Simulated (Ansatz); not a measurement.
FeGe (space group P6/mmm) relaxed with several functionals in Ansatz (plane waves to 420 eV, scalar-relativistic PAW, no spin-orbit coupling, symmetry kept). The database cell has 14.84 Å³/atom; its temperature or method isn't stated, so the comparison with it is no error of the functional. Collinear spin.

```csv
functional,conventional cell,V (Å³/atom),against the database cell (%),gap on mesh (eV),largest moment (μB)
PBE,"a = 4.959 Å, b = 4.959 Å, c = 4.052 Å, α = 90.00°, β = 90.00°, γ = 120.00°",14.38,-3.1,0.00,1.45
LDA,"a = 4.864 Å, b = 4.864 Å, c = 3.908 Å, α = 90.00°, β = 90.00°, γ = 120.00°",13.35,-10.0,0.00,1.17
```

Only parallel moments were tried here.